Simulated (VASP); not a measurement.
# Zn (P6_3/mmc) in VASP: a series of runs

Aim: see how the results for Zn move with the level of theory and the settings. Levels: r2SCAN, PBE, PBEsol. Tasks: relaxation of cell and atoms.

Everything below comes from runs of VASP 6.6.1. Logs are shortened: lines on timing, memory, paths and dates and some standing lists are left out, and cuts for length are marked.

## Step 1: The structure

It takes space group P6_3/mmc (No. 194, hexagonal). The conventional cell has a = 2.595 Å, b = 2.595 Å, c = 5.029 Å, α = 90.00°, β = 90.00°, γ = 120.00°. Around Zn (site symmetry -6m2) lie 12 Zn at 2.59 to 2.93 Å.

## Step 2: Relaxation of cell and atoms, r2SCAN

Input file INCAR:

```
SYSTEM = Zn
  PREC = Accurate
  ENCUT = 600
  EDIFF = 1E-7
  ISMEAR = 1
  SIGMA = 0.1
  LREAL = .False.
  LASPH = .True.
  NELM = 80
  ALGO = Normal
  ISIF = 3
  LWAVE = .False.
  LCHARG = .False.
  METAGGA = R2SCAN
  LMIXTAU = .True.
  IBRION = 2
  NSW = 90
  EDIFFG = -0.005
  KPAR = 2
```

Input file KPOINTS:

```
Automatic mesh
0
Gamma
  18 18 8
  0 0 0
```

Input file POSCAR:

```
Zn                                      
1.0
    2.5946953732     -0.0000000000     -0.0000000000
   -1.2973476866      2.2470721083      0.0000000000
    0.0000000000     -0.0000000000      5.0285247475
  Zn            
     2
Direct
     0.3333333332999970    0.6666666667000030    0.2500000000000000
     0.6666666667000030    0.3333333332999970    0.7500000000000000
```

Potentials or basis: VASP PAW PBE potentials, release 64 (Zn).

Command:

```sh
cat potpaw_PBE.64/Zn/POTCAR > POTCAR
mpirun -np 2 vasp_std > vasp.out
```

OUTCAR:

```text
SYSTEM = Zn
   PREC = Accurate
   ENCUT = 600
   EDIFF = 1E-7
   ISMEAR = 1
   LREAL = .False.
   LASPH = .True.
   NELM = 80
   ISIF = 3
   METAGGA = R2SCAN
   IBRION = 2
   NSW = 90
   EDIFFG = -0.005

 ion  position               nearest neighbor table
   1  0.333  0.667  0.250-   2 2.93   2 2.93   2 2.93   2 2.93   2 2.93   2 2.93
   2  0.667  0.333  0.750-   1 2.93   1 2.93   1 2.93   1 2.93   1 2.93   1 2.93

  LATTYP: Found a hexagonal cell.
 ALAT       =     2.5946953732
 C/A-ratio  =     1.9380019710

  Lattice vectors:

 A1 = (   2.5946953732,   0.0000000000,   0.0000000000)
 A2 = (  -1.2973476866,   2.2470721083,   0.0000000000)
 A3 = (   0.0000000000,   0.0000000000,   5.0285247475)

Analysis of symmetry for initial positions (statically):
=====================================================================
 Subroutine PRICEL returns:
 Original cell was already a primitive cell.

 Routine SETGRP: Setting up the symmetry group for a
 hexagonal supercell.

 Subroutine GETGRP returns: Found 24 space group operations
 (whereof 12 operations were pure point group operations)
 out of a pool of 24 trial point group operations.

The static configuration has the point symmetry D_3d.
 The point group associated with its full space group is D_6h.

Analysis of symmetry for dynamics (positions and initial velocities):
=====================================================================
 Subroutine PRICEL returns:
 Original cell was already a primitive cell.

 Routine SETGRP: Setting up the symmetry group for a
 hexagonal supercell.

 Subroutine GETGRP returns: Found 24 space group operations
 (whereof 12 operations were pure point group operations)
 out of a pool of 24 trial point group operations.

The dynamic configuration has the point symmetry D_3d.
 The point group associated with its full space group is D_6h.

 Subroutine INISYM returns: Found 24 space group operations
 (whereof 12 operations are pure point group operations),
 and found     1 'primitive' translations

----------------------------------------------------------------------------------------

                                     Primitive cell

  volume of cell :      29.3187

  direct lattice vectors                    reciprocal lattice vectors
     2.594695373  0.000000000  0.000000000     0.385401697  0.222511773  0.000000000
    -1.297347687  2.247072108  0.000000000     0.000000000  0.445023547  0.000000000
     0.000000000  0.000000000  5.028524747     0.000000000  0.000000000  0.198865482

  length of vectors
     2.594695373  2.594695373  5.028524747     0.445023547  0.445023547  0.198865482

  position of ions in fractional coordinates (direct lattice)
     0.333333333  0.666666667  0.250000000
     0.666666667  0.333333333  0.750000000

  ion indices of the primitive-cell ions
   primitive index   ion index
                 1           1
                 2           2

----------------------------------------------------------------------------------------

 KPOINTS: Automatic mesh

Automatic generation of k-mesh.
 Grid dimensions read from file:
 generate k-points for:   18   18    8

 Generating k-lattice:

  Cartesian coordinates                     Fractional coordinates (reciprocal lattice)
     0.021411205  0.012361765  0.000000000     0.055555556 -0.000000000  0.000000000
     0.000000000  0.024723530  0.000000000     0.000000000  0.055555556  0.000000000
     0.000000000  0.000000000  0.024858185     0.000000000  0.000000000  0.125000000

  Length of vectors
     0.024723530  0.024723530  0.024858185

  Shift w.r.t. Gamma in fractional coordinates (k-lattice)
     0.000000000  0.000000000  0.000000000

 Subroutine IBZKPT returns following result:
 ===========================================

 Found    185 irreducible k-points:

 Following reciprocal coordinates:
            Coordinates               Weight
  0.000000  0.000000  0.000000      1.000000
  0.055556  0.000000  0.000000      6.000000
  0.111111  0.000000  0.000000      6.000000
  0.166667 -0.000000  0.000000      6.000000
  0.222222  0.000000  0.000000      6.000000
  0.277778  0.000000  0.000000      6.000000
[... 16 lines left out ...]
  0.333333  0.111111  0.000000     12.000000
  0.388889  0.111111  0.000000     12.000000
 [... further k-points ...]
   k-points           NKPTS =    185   k-points in BZ     NKDIM =    185   number of bands    NBANDS=     16
   number of dos      NEDOS =    301   number of ions     NIONS =      2
   total plane-waves  NPLWV =  23040
   dimension x,y,z NGX =    24 NGY =   24 NGZ =   40
   dimension x,y,z NGXF=    48 NGYF=   48 NGZF=   80
   ions per type =               2
   NGX,Y,Z   is equivalent  to a cutoff of  15.38, 15.38, 13.22 a.u.
   NGXF,Y,Z  is equivalent  to a cutoff of  30.75, 30.75, 26.45 a.u.
 SYSTEM =  Zn
   PREC   = accura    normal or accurate (medium, high low for compatibility)
   ISTART =      0    job   : 0-new  1-cont  2-samecut
   ICHARG =      2    charge: 1-file 2-atom 10-const
   ISPIN  =      1    spin polarized calculation?
   LNONCOLLINEAR =      F non collinear calculations
   LSORBIT =      F    spin-orbit coupling
   LASPH  =      T    aspherical Exc in radial PAW
   ENCUT  =  600.0 eV  44.10 Ry    6.64 a.u.   5.18  5.18 10.04*2*pi/ulx,y,z
   NELM   =     80;   NELMIN=  2; NELMDL= -5     # of ELM steps
   EDIFF  = 0.1E-06   stopping-criterion for ELM
   LREAL  =      F    real-space projection
   EDIFFG = -.5E-02   stopping-criterion for IOM
   NSW    =     90    number of steps for IOM
   IBRION =      2    ionic relax: 0-MD 1-quasi-New 2-CG
   NFREE  =      1    steps in history (QN), initial steepest desc. (CG)
   ISIF   =      3    stress and relaxation
   ISYM   =      2    0-nonsym 1-usesym 2-fastsym
   POTIM  = 0.5000    time-step for ionic-motion
   TEBEG  =    0.0;   TEEND  =   0.0 temperature during run
   PSTRESS=    0.0 pullay stress
   NELECT =      24.0000    total number of electrons
   NUPDOWN=      -1.0000    fix difference up-down
   EMIN   =  10.00;   EMAX   =-10.00  energy-range for DOS
   EFERMI =   0.00;   METHOD = LEGACY
   ISMEAR =     1;   SIGMA  =   0.10  broadening in eV -4-tet -1-fermi 0-gaus
   EFERMI_NEDOS =   21; number of points for ismear=-14 and -15
   IALGO  =     38    algorithm
   IMIX   =      4    mixing-type and parameters
     AMIX     =   0.40;   BMIX     =  1.00
     AMIX_MAG =   1.60;   BMIX_MAG =  1.00
  volume/ion in A,a.u.               =      14.66        98.93
  Fermi-wavevector in a.u.,A,eV,Ry     =   1.531430  2.893984 31.909457  2.345279
  Thomas-Fermi vector in A             =   2.638776
   LORBIT       =      0    0 simple, 1 ext, 2 COOP (PROOUT), +10 PAW based schemes
   METAGGA = R2SCAN    functional components
   LHFCALC =     F    Hartree Fock is set to
   AEXX    =    0.0000 exact exchange contribution
   IVDW    =     0    specifies the selected vdW correction
   LEPSILON=     F    determine dielectric tensor
   LRPA    =     F    only Hartree local field effects (RPA)
 conjugate gradient relaxation of ions
 non-spin polarized calculation
 Methfessel and Paxton  Order N= 1 SIGMA  =   0.10
  energy-cutoff  :      600.00
  volume of cell :       29.32
 maximum number of plane-waves:       998
 NGX is ok and might be reduce to    24
   NGX = 11   NGY = 11   NGZ = 21

 number of electron      24.0000030 magnetization

 Free energy of the ion-electron system (eV)
  ---------------------------------------------------
  ext. energy  EPLUGINS =         0.00000000
  ---------------------------------------------------
  free energy    TOTEN  =       -17.80349364 eV

  energy without entropy =      -17.80344948  energy(sigma->0) =      -17.80347892

 E-fermi :   3.2461     XC(G=0): -12.8283

 val. band max:        3.2382762221   @ k =   0.3333   0.1111   0.0000
 cond. band min:       3.2866778715   @ k =   0.0556   0.0556   0.2500
 fundamental gap:      0.0484016494
 Fermi energy:         3.2461146383

 k-point     1 :       0.0000    0.0000    0.0000
  band No.  band energies     occupation
      1      -7.9360      2.00000
      2      -6.0191      2.00000
      3      -5.1815      2.00000
      4      -4.8740      2.00000
      5      -4.8739      2.00000
      6      -4.8296      2.00000
[... 8 lines left out ...]
     15      20.3265      0.00000
     16      23.1579      0.00000

 k-point     2 :       0.0556    0.0000    0.0000
  band No.  band energies     occupation
      1      -7.8340      2.00000
      2      -5.9694      2.00000
      3      -5.1686      2.00000
      4      -4.8870      2.00000
      5      -4.8490      2.00000
      6      -4.8424      2.00000
[... 8 lines left out ...]
     15      20.2578      0.00000
     16      21.1326      0.00000

 k-point     3 :       0.1111    0.0000    0.0000
  band No.  band energies     occupation
      1      -7.5320      2.00000
      2      -5.8331      2.00000
      3      -5.1357      2.00000
      4      -4.9192      2.00000
      5      -4.8712      2.00000
      6      -4.7762      2.00000
[... 8 lines left out ...]
     15      18.0143      0.00000
     16      20.4505      0.00000

 k-point     4 :       0.1667   -0.0000    0.0000
  band No.  band energies     occupation
      1      -7.0459      2.00000
      2      -5.6537      2.00000
      3      -5.1018      2.00000
      4      -4.9582      2.00000
      5      -4.8663      2.00000
      6      -4.7221      2.00000
[... 8 lines left out ...]
     15      17.4248      0.00000
     16      19.1541      0.00000
[... 324 lines left out ...]
 k-point    22 :       0.2778    0.1111    0.0000
  band No.  band energies     occupation
      1      -5.5169      2.00000
      2      -5.4365      2.00000
      3      -5.2372      2.00000
      4      -4.8627      2.00000
      5      -4.8318      2.00000
      6      -4.7579      2.00000
[... 8 lines left out ...]
     15      12.6361      0.00000
     16      13.3191      0.00000

 k-point    23 :       0.3333    0.1111    0.0000
  band No.  band energies     occupation
      1      -5.5649      2.00000
      2      -5.4785      2.00000
      3      -5.3195      2.00000
      4      -4.8823      2.00000
      5      -4.7653      2.00000
      6      -4.6614      2.00000
[... 8 lines left out ...]
     15      11.0282      0.00000
     16      12.1795      0.00000

 k-point    24 :       0.3889    0.1111    0.0000
  band No.  band energies     occupation
      1      -5.6108      2.00000
      2      -5.5139      2.00000
      3      -5.3676      2.00000
      4      -4.9144      2.00000
      5      -4.7051      2.00000
      6      -4.6957      2.00000
[... 8 lines left out ...]
     15       9.0728      0.00000
     16      10.5530      0.00000

 [... further k-points ...]
[... 5 lines left out ...]
  --------------------------------------------------------------------------------------
  -------------------------------------------------------------------------------------
  Total       -0.0058640     -0.0058640      0.0076745      0.0000000     -0.0000000      0.0000000
  in kB       -0.3204509     -0.3204509      0.4193878      0.0000000     -0.0000000      0.0000000
  external PRESSURE =      -0.0738380 kB  Pullay stress =       0.0000000 kB

 VOLUME and BASIS-vectors are now :
 -----------------------------------------------------------------------------
  energy-cutoff  :      600.00
  volume of cell :       29.32
      direct lattice vectors                 reciprocal lattice vectors
     2.594695373  0.000000000  0.000000000     0.385401697  0.222511773  0.000000000
    -1.297347687  2.247072108  0.000000000     0.000000000  0.445023547  0.000000000
     0.000000000  0.000000000  5.028524747     0.000000000  0.000000000  0.198865482

 POSITION                                       TOTAL-FORCE (eV/Angst)
 -----------------------------------------------------------------------------------
     -0.00000      1.49805      1.25713         0.000000     -0.000000      0.000000
      1.29735      0.74902      3.77139         0.000000      0.000000      0.000000
 -----------------------------------------------------------------------------------
    total drift:                               -0.000000      0.000000     -0.000000

  FREE ENERGIE OF THE ION-ELECTRON SYSTEM (eV)
  ---------------------------------------------------
  free  energy   TOTEN  =       -17.8034936412 eV

  energy  without entropy=      -17.8034494850  energy(sigma->0) =      -17.80347892

 reached required accuracy - stopping structural energy minimisation
```

Run time: 2.4 min. Hardware: 2 MPI ranks of Intel Xeon Platinum 8488C (Sapphire Rapids), shared host; peak memory 0.22 GiB.

Results:

```
Free energy             : -17.8035 eV
Pressure after relaxing : 0.0 GPa
Band gap on the k mesh  : none (metal or under the smearing width)
```

Final structure:
```
Zn
1.0
     2.59470    0.00000    0.00000
    -1.29735    2.24707    0.00000
     0.00000    0.00000    5.02852
Zn
2
Direct
  0.33333 0.66667 0.25000
  0.66667 0.33333 0.75000
```

Caveat: the relaxation stopped at its first step, so nothing moved; the PAW data sets were made with another functional, which shifts forces and pressure a little.

## Step 3: Relaxation of cell and atoms, PBE

This run uses another cell than the first one, of 15.33 Å³/atom, 1.046 times its volume.

Input file INCAR:

```
SYSTEM = Zn
ALGO = Normal
EDIFF = 1E-6
EDIFFG = -0.01
ENCUT = 300
GGA = PE
IBRION = 2
ISIF = 3
ISMEAR = 1
LASPH = .True.
LCHARG = .False.
LREAL = .False.
LWAVE = .False.
NELM = 80
NSW = 90
PREC = Accurate
SIGMA = 0.1
```

Input file KPOINTS:

```
k-points
0
Gamma
  9 9 4
  0 0 0
```

Input file POSCAR:

```
Zn
1.0
    2.6700000000      0.0000000000      0.0000000000
   -1.3350000000      2.3122878281      0.0000000000
    0.0000000000      0.0000000000      4.9660000000
Zn
2
Direct
    0.3333333333      0.6666666667      0.2500000000
    0.6666666667      0.3333333333      0.7500000000
```

Potentials or basis: VASP PAW PBE potentials, release 64 (Zn).

Command:

```sh
cat potpaw_PBE.64/Zn/POTCAR > POTCAR
mpirun -np 1 vasp_std > vasp.out
```

It took 68 s on 1 thread of AMD EPYC 9R14 (Zen 4), shared host; peak memory 0.09 GiB.

The run converged, but some of its settings lie outside the range that counts as converged, so its numbers aren't taken as properties of the crystal.

What came out:

- Free energy: -2.1800 eV
- Relaxed volume: 15.03 Å³/atom
- Relaxed cell: a = 2.697 Å, b = 2.697 Å, c = 4.771 Å, α = 90.00°, β = 90.00°, γ = 120.00°
- Space group after relaxing (to 0.05 Å): P6_3/mmc (No. 194)
- Energy gained by relaxing: 7.8 meV/atom
- Ionic steps: 22
- Band gap on the k mesh: none (metal or under the smearing width)

Caveat: the cutoff is under 1.25 times the usual one of these potentials, so pressure, stress and relaxed cells hold a basis-set (Pulay) error.

## Step 4: Relaxation of cell and atoms, PBE

This run uses another cell than the first one, of 15.03 Å³/atom, 1.025 times its volume.

Edit INCAR of step 3 so:

```diff
@@ -2,4 +2,4 @@
 ALGO = Normal
-EDIFF = 1E-6
-EDIFFG = -0.01
+EDIFF = 1E-7
+EDIFFG = -0.005
 ENCUT = 300
```

KPOINTS is that of step 3.

Input file POSCAR:

```
Zn                                      
1.0
    2.6974532493      0.0000000000      0.0000000000
   -1.3487266246      2.3360630394      0.0000000000
   -0.0000000000     -0.0000000000      4.7707073392
  Zn            
     2
Direct
     0.3333333332999970    0.6666666667000030    0.2500000000000000
     0.6666666667000030    0.3333333332999970    0.7500000000000000
```

Command:

```sh
cat potpaw_PBE.64/Zn/POTCAR > POTCAR
mpirun -np 1 vasp_std > vasp.out
```

Wall time 16 s (1 thread of AMD EPYC 9R14 (Zen 4), shared host); peak memory 0.09 GiB.

The run converged, but some of its settings lie outside the range that counts as converged, so its numbers aren't taken as properties of the crystal.

Results:

| Quantity | Value |
| --- | --- |
| Free energy | -2.1801 eV |
| Relaxed volume | 15.03 Å³/atom |
| Relaxed cell | a = 2.698 Å, b = 2.698 Å, c = 4.766 Å, α = 90.00°, β = 90.00°, γ = 120.00° |
| Space group after relaxing (to 0.05 Å) | P6_3/mmc (No. 194) |
| Energy gained by relaxing | 0.0 meV/atom |
| Ionic steps | 4 |
| Band gap on the k mesh | none (metal or under the smearing width) |

Caveat: the cutoff is under 1.25 times the usual one of these potentials, so pressure, stress and relaxed cells hold a basis-set (Pulay) error.

## Step 5: Relaxation of cell and atoms, PBEsol

This run uses another cell than the first one, of 15.33 Å³/atom, 1.046 times its volume.

Input file INCAR:

```
SYSTEM = Zn
PREC = Accurate
ENCUT = 600
EDIFF = 1E-6
ISMEAR = 1
SIGMA = 0.1
LREAL = .False.
LASPH = .True.
NELM = 80
ALGO = Normal
ISIF = 3
LWAVE = .False.
LCHARG = .False.
GGA = PS
IBRION = 2
NSW = 90
EDIFFG = -0.01
```

Input file KPOINTS:

```
Automatic mesh
0
Gamma
  18 18 8
  0 0 0
```

Input file POSCAR:

```
Zn
1.0
    2.6700000000      0.0000000000      0.0000000000
   -1.3350000000      2.3122878281      0.0000000000
    0.0000000000      0.0000000000      4.9660000000
Zn
2
Direct
    0.3333333333      0.6666666667      0.2500000000
    0.6666666667      0.3333333333      0.7500000000
```

Command:

```sh
cat potpaw_PBE.64/Zn/POTCAR > POTCAR
mpirun -np 1 vasp_std > vasp.out
```

It took 2.2 min on 1 thread of AMD EPYC 9R45 (Zen 5), shared host; peak memory 0.2 GiB.

The run converged. Its results:

```yaml
Free_energy: -3.1715 eV
Relaxed_volume: 14.27 Å³/atom
Relaxed_cell: a = 2.600 Å, b = 2.600 Å, c = 4.876 Å, α = 90.00°, β = 90.00°, γ = 120.00°
Space_group_after_relaxing_to_0.05_Å: P6_3/mmc (No. 194)
Energy_gained_by_relaxing: 20.4 meV/atom
Ionic_steps: 3
Pressure_after_relaxing: 0.0 GPa
Band_gap_on_the_k_mesh: none (metal or under the smearing width)
```

Step by step:
```csv
step,energy change (eV),largest force (eV/Å),pressure (GPa),volume (Å³)
1,0.0000,0.0000,-5.54,30.66
2,-0.0404,0.0000,0.63,28.37
3,-0.0408,0.0000,0.00,28.55
```

Final structure:
```
Zn
1.0
     2.59996    0.00000    0.00000
    -1.29998    2.25164    0.00000
     0.00000    0.00000    4.87630
Zn
2
Cartesian
  0.0000 1.5011 1.2191
  1.3000 0.7505 3.6572
```

Levels at points of the mesh, in eV from the Fermi level:
| k point | band 9 | band 10 | band 11 | band 12 | band 13 | band 14 | band 15 | band 16 |
| --- | --- | --- | --- | --- | --- | --- | --- | --- |
| (0.00, 0.00, 0.00) | -7.55 | -7.32 | -7.32 | -4.18 | -3.26 | 13.67 | 17.46 | 18.32 |
| (0.50, 0.00, 0.00) | -7.12 | -7.10 | -3.18 | -2.32 | 2.55 | 3.44 | 4.27 | 5.68 |
| (0.00, 0.00, 0.50) | -7.42 | -7.42 | -7.42 | -7.42 | 4.43 | 4.43 | 19.67 | 19.67 |
| (0.50, 0.00, 0.50) | -7.11 | -7.11 | -2.22 | -2.22 | 0.14 | 0.14 | 10.25 | 10.25 |

Caveat: the PAW data sets were made with another functional, which shifts forces and pressure a little.
